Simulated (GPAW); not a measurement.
# WS2 (Tungstenite) in GPAW: the effect of volume scale

WS2 (Tungstenite):

```
CELL_PARAMETERS angstrom
3.20106 0.00000 0.00000
-1.60053 2.77220 0.00000
0.00000 0.00000 12.58278
ATOMIC_POSITIONS crystal
W 0.66667 0.33333 0.75000
W 0.33333 0.66667 0.25000
S 0.66667 0.33333 0.37500
S 0.33333 0.66667 0.87500
S 0.66667 0.33333 0.12500
S 0.33333 0.66667 0.62500
```

Alike in all runs:

```yaml
Program: GPAW 26.7.0
Task: dielectric tensor
Functional: LDA
Potentials_or_basis: the program's PAW data sets (release 1.2.1) made for this functional
Cutoff: 400 eV
Basis: pw
k_mesh: 8 × 8 × 2
Occupations: fermi-dirac, width 0.001 eV
Spin: no spin polarisation
```

**Question.** One run gave: gap on the mesh 1.06 eV; dielectric constant 10.10 mean. Which volume scale did it use?
A. 1.04
B. 1.02
C. 0.94

**Answer.** C.

| volume scale | gap on the mesh (eV) | dielectric constant (mean) |
| --- | --- | --- |
| 1.02 | 1.12 | 10.14 |
| 0.94 | 1.06 | 10.10 |
| 1.04 | 1.13 | 10.16 |

Caveats: the long-wavelength limit can be off by several per cent where d states take part; spin-orbit coupling is left out, which moves the levels of the heavy elements; an odd mesh through Γ misses points on the zone boundary, where band edges often lie.
